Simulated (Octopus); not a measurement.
Wanted: the native input for an Octopus 16.4 run.

* Task: single point
* Functional: PBE
* Potentials or basis: pseudodojo_pbe (PseudoDojo 0.5, PBE)
* Grid spacing: 0.115 × 0.115 × 0.117 Å
* k mesh: 12 × 12 × 7
* Occupations: fermi-dirac, width 0.05 eV
* Spin: no spin polarisation
* Eigensolver: chebyshev_filter
* k-point symmetries used: yes
* ConvRelDens: 3e-07
* ExtraStates: 10
* DerivativesOrder: 8

Crystal: Cu.

```
Cu
1.0
     2.53410    0.00000    0.00000
    -1.26705    2.19459    0.00000
     0.00000    0.00000    4.11257
Cu
2
Direct
  0.66667 0.33333 0.75000
  0.33333 0.66667 0.25000
```

This isn't the form of Cu at room conditions, which is fcc.

These files were run (other wordings do the same):

inp

```
CalculationMode = gs
UnitsOutput = eV_Angstrom
PeriodicDimensions = 3
ExperimentalFeatures = yes
PseudopotentialSet = pseudodojo_pbe
%LatticeParameters
 1*angstrom | 1*angstrom | 1*angstrom
%
%LatticeVectors
 2.5340966698 | 0 | 0
 -1.2670483349 | 2.1945920917 | 0
 0 | 0 | 4.112571
%
%ReducedCoordinates
 "Cu" | 0.6666666667 | 0.3333333333 | 0.75
 "Cu" | 0.3333333333 | 0.6666666667 | 0.25
%
%Spacing
 0.11518621*angstrom | 0.11518621*angstrom | 0.11750203*angstrom
%
DerivativesOrder = 8
%KPointsGrid
 12 | 12 | 7
%
KPointsUseSymmetries = yes
XCFunctional = gga_x_pbe + gga_c_pbe
SmearingFunction = fermi_dirac
Smearing = 0.05*eV
ExtraStates = 10
Eigensolver = chebyshev_filter
ConvRelDens = 3e-7
MaximumIter = 120
```

Potentials or basis: pseudodojo_pbe (PseudoDojo 0.5, PBE).

Command:

```console
$ OMP_NUM_THREADS=1 octopus > out.log
```

It gave:

```
Band gap on the k mesh : none (metal or under the smearing width)
```

Wall time 15 min on 1 thread of Arm Neoverse V1, with other jobs on the host, peak memory 2.9 GiB.
